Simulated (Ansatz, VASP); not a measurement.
# Two plane-wave programs on TaN

```
CELL_PARAMETERS angstrom
2.96632 0.00000 0.00000
-1.48316 2.56891 0.00000
0.00000 0.00000 5.86002
ATOMIC_POSITIONS crystal
Ta 0.00000 0.00000 0.00000
Ta 0.00000 0.00000 0.50000
N 0.33333 0.66667 0.25000
N 0.66667 0.33333 0.75000
```

Change from the starting cell: mode 4 frozen in at +0.000 Å, equal normal strain along x and y +0.0267.

Alike in both runs: task single point; functional PBEsol; k mesh 15 × 15 × 8; occupations gaussian, width 0.15 eV; no spin polarisation.

|  | VASP | Ansatz |
| --- | --- | --- |
| version | VASP 6.6.1 | Ansatz 0.2.0 |
| potentials or method | VASP PAW PBE potentials, release 64 (Ta_pv, N) | scalar-relativistic, plane waves, PAW |
| plane-wave cutoff (eV) | 520 | 520 |
| valence electrons in the cell | 32 | 36 |

|  | VASP | Ansatz | Ansatz less VASP |
| --- | --- | --- | --- |
| gap on the k mesh at the Fermi level (eV) | none | none | - |
| pressure (GPa) | -15.0 | -15.7 | -0.77 |
| largest component of the traceless stress (GPa) | 8.08 | 7.98 | -0.104 |

A gap of «none» marks a metal or a gap that the smearing closes. The two sets of potentials don't hold the same shells in valence. Ansatz warned: «pseudo_functional_mismatch».

Caveats: the PAW data sets were made with another functional, which shifts forces and pressure a little (VASP). The runs have no spin-orbit coupling, so splittings on Ta are missing.
